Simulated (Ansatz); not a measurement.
Sb:

```xyz
2
Lattice="3.3545 0.0000 0.0000 -1.6773 2.9051 0.0000 0.0000 0.0000 5.4702" Properties=species:S:1:pos:R:3 pbc="T T T"
Sb    1.6773    0.9684    4.1026
Sb    0.0000    1.9367    1.3675
```

This isn't the form of Sb at room conditions, which is rhombohedral.

Base run:

- Program: Ansatz 0.2.0
- Functional: PBEsol
- Potentials or basis: all-electron LAPW, scalar-relativistic
- Cutoff: 156 eV (chosen from the basis error)
- Basis error allowed: 0.001 eV/atom
- k mesh: 9 × 9 × 5
- Occupations: fermi-dirac, width 0.05 eV
- Spin: no spin polarisation

Its results: band gap on the k mesh none (metal or under the smearing width); pressure -1.6 GPa.

**Question.** The run is repeated on the same cell with these changes: k mesh from 9 × 9 × 5 to 5 × 5 × 3; occupations from fermi-dirac, width 0.05 eV to fermi-dirac, width 0.03 eV. What comes out?

**Answer.** Band gap on the k mesh none (metal or under the smearing width); pressure -2.6 GPa.

Caveats: some runs use coarse meshes; the k mesh is thin for a metal, which can move the energy by tens of meV per atom (some runs).
